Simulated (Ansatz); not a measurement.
## MgO: sound and stiffness along [100], [110] and [111]

Level of theory: DFT PBEsol, scalar-relativistic, plane waves, PAW (Ansatz). Cutoff 420 eV, 8×8×8 k-points (Γ-centred), fixed occupations. No spin polarisation.

The cell is fixed (symmetry leaves no force on the atoms) and stands under 0.0 GPa:
Space group F-43m (No. 216). a = 4.575 Å, b = 4.575 Å, c = 4.575 Å, α = 90.00°, β = 90.00°, γ = 90.00°
```csv
atom,site,symmetry,x,y,z
Mg,4a,-43m,0.0000,0.0000,0.0000
O,4d,-43m,0.2500,0.2500,0.7500
```

The cell is the ideal cubic zincblende prototype; this isn't the usual structure of the compound.

With ions relaxed, on the cubic axes: C11 = 145.4, C12 = 106.4, C44 = 79.7 GPa. The density is 2.795 g/cm³. Zone-centre modes weren't checked beside this run.

Question: Is the crystal stable against strain, and how anisotropic is it?

Answer: Born's conditions hold: C11 + 2C12 = 358.2, C11 − C12 = 39.0 and C44 = 79.7 GPa are all positive. B = (C11 + 2C12)/3 = 119.4 GPa. The two shear moduli are C44 and C′ = (C11 − C12)/2 = 19.5 GPa, so Zener's ratio is A = C44/C′ = 4.09: the tetragonal shear C′ is the soft one, as in many fcc and bcc metals and zincblende crystals. The Cauchy pressure C12 − C44 is 26.7 GPa; it would vanish for pair forces between atoms on inversion centres at zero pressure, and a positive value is usual with metallic or many-body binding, and where atoms off inversion centres relax under shear, which lowers C44.

Question: Give the sound speeds along the three symmetry directions.

Answer: The Christoffel equation gives ρv² for each branch:
```tsv
direction	branch	ρv²	GPa	v (m/s)
[100]	L	C11	145.4	7212
[100]	T (×2)	C44	79.7	5341
[110]	L	(C11 + C12 + 2C44)/2	205.6	8577
[110]	T, u ∥ [001]	C44	79.7	5341
[110]	T, u ∥ [1-10]	(C11 − C12)/2	19.5	2640
[111]	L	(C11 + 2C12 + 4C44)/3	225.7	8986
[111]	T (×2)	(C11 − C12 + C44)/3	39.6	3763
```

In a piezoelectric crystal some branches stiffen further, which is left out.

Question: How does Young's modulus depend on direction?

Answer: Inverting gives S11 = 18.038, S12 = -7.623, S44 = 12.542 TPa⁻¹. Along a unit vector (l, m, n), 1/E = S11 − 2(S11 − S12 − S44/2)(l²m² + m²n² + n²l²), where the last bracket is 0, 1/4 and 1/3 for [100], [110] and [111]: E = 55, 120 and 196 GPa. With A > 1 the body diagonal is stiffest. For a film on (001), the biaxial modulus is C11 + C12 − 2C12²/C11 = 96 GPa and the normal strain is −2C12/C11 = -1.46 times the in-plane one.

Cost: 1 run of about 0.49 core-minutes, on Intel Xeon Platinum 8375C (Ice Lake) (shared hosts).